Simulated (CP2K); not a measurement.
**Ca under changes of volume**

One of the cells (43.632 Å³/atom); the others are scaled copies at fixed shape and fractional positions:

```xyz
1
Lattice="3.9516 0.0000 0.0000 1.9758 3.4222 0.0000 1.9758 1.1407 3.2265" Properties=species:S:1:pos:R:3 pbc="T T T"
Ca    0.0000    0.0000    0.0000
```

| Quantity | Value |
| --- | --- |
| Program | CP2K 2026.2 |
| Functional | LDA |
| Potentials or basis | GTH_POTENTIALS Ca GTH-PADE-q10; TZVP-MOLOPT-PBE-GTH basis |
| Density cutoff | 6123 eV |
| k mesh | 8 × 8 × 8 |
| Occupations | fermi-dirac, width 0.05 eV |
| Spin | no spin polarisation |

```csv
volume (Å³/atom),energy over the lowest point (meV/atom),pressure (GPa)
41.014,0.00,-1.2
41.886,7.62,-1.5
42.759,16.84,-1.8
43.632,27.54,-2.1
44.504,?,?
45.377,52.80,-2.5
46.250,67.11,-2.7
```

Q: What does the run at 44.504 Å³/atom give?

A: Energy over the lowest point 39.57 meV/atom; pressure -2.3 GPa.

Worked out: A Birch-Murnaghan fit of order 3 (a polynomial in V^(-2/3)) to the other rows has no minimum within the range. It gives 39.56 meV/atom at 44.504 Å³/atom, against the run's 39.57, and -dE/dV = -2.3 GPa, against -2.3.

Energies are extrapolated to zero smearing.

Caveats: the basis of atomic orbitals isn't converged, which shifts pressures, moduli and gaps.
